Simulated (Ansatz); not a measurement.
Consider the ligand exchange at a Ga–N bond: `O=C=[N][Ga]([Cl])[Cl]` + `CC(C)(C)O` → `CC(C)(C)[O][Ga]([Cl])[Cl]` + `N=C=O`.

Gas-phase electronic energies from Ansatz, PBE0-D4/def2-TZVP geometries. CCSD(T)/CBS is the MP2 limit (def2-TZVPP, def2-QZVPP) plus CCSD(T) − MP2 in def2-TZVPP, frozen cores. This one scheme is used for every species. DFT in def2-TZVPP. For Ga outer-core shells are correlated without core-valence functions, which leaves a few kJ/mol of doubt a bond. Scalar relativity is left out up to krypton. Each species was taken in one conformer, which may not be the lowest.

`O=C=[N][Ga]([Cl])[Cl]`:

```xyz
6

O     0.590   -0.396    2.780
C     0.230   -0.481    1.679
N    -0.175   -0.642    0.556
Ga   -0.200    0.194   -1.050
Cl   -1.158   -0.758   -2.665
Cl    0.713    2.083   -1.299
```

`CC(C)(C)O`:

Z-matrix (Å, degrees):
```
C
C 1 1.523
H 1 1.093 2 111.3
H 1 1.092 2 110.2 3 120.5
H 1 1.095 2 110.7 3 -119.7
C 2 1.517 1 110.8 3 -61.9
C 2 1.523 1 110.7 3 61.4
O 2 1.426 1 109.7 3 -177.5
H 6 1.092 2 110.2 1 -178.1
H 6 1.092 2 110.2 1 -58.7
H 6 1.092 2 110.8 1 61.6
H 7 1.093 2 111.3 1 -61.3
H 7 1.092 2 110.2 1 178.2
H 7 1.095 2 110.7 1 58.4
H 8 0.961 2 108.1 1 -60.8
```

`CC(C)(C)[O][Ga]([Cl])[Cl]`:

Cartesian coordinates in Å:
```
C -0.563 1.388 0.029
C 0.343 0.166 0.020
C 0.295 -0.557 1.357
C 1.771 0.564 -0.319
O -0.053 -0.724 -1.028
Ga -1.598 -1.539 -1.216
Cl -1.795 -2.794 -2.909
Cl -3.263 -1.372 0.098
H -1.592 1.111 0.273
H -0.229 2.114 0.774
H -0.551 1.873 -0.950
H 0.916 -1.455 1.322
H 0.665 0.084 2.160
H -0.729 -0.847 1.609
H 2.410 -0.320 -0.357
H 1.804 1.054 -1.294
H 2.169 1.251 0.431
```

`N=C=O`:

Cartesian coordinates in Å:
```
N -0.423 0.339 0.541
C 0.009 -0.301 -0.388
O 0.292 -0.959 -1.302
H 0.123 0.921 1.150
```

Task: Is it downhill or uphill in electronic energy at CCSD(T)/CBS, and by how much? (Estimate.)

Result: Computed: Uphill: ΔE = +14.8 kJ/mol.

Task: What do these levels give: LDA (SPW92), revPBE-D4, CAM-B3LYP-D4, ωB97M-V, PBE0, BHLYP? (An estimate is asked.)

Result: The calculation gave: LDA (SPW92) 5.4, revPBE-D4 7.7, CAM-B3LYP-D4 13.3, ωB97M-V 15.3, PBE0 22.6, BHLYP 27.8 kJ/mol.

Largest T1 diagnostic among the species: 0.018.

From r2SCAN to r2SCAN0 (25 % exact exchange), in def2-TZVPP and without D4, ΔE moves by +7.5 kJ/mol. In def2-TZVPP, CCSD(T) changes the Hartree–Fock value by −26.3 kJ/mol (the triples alone add −4.6 kJ/mol) and MP2 by −26.7 kJ/mol.
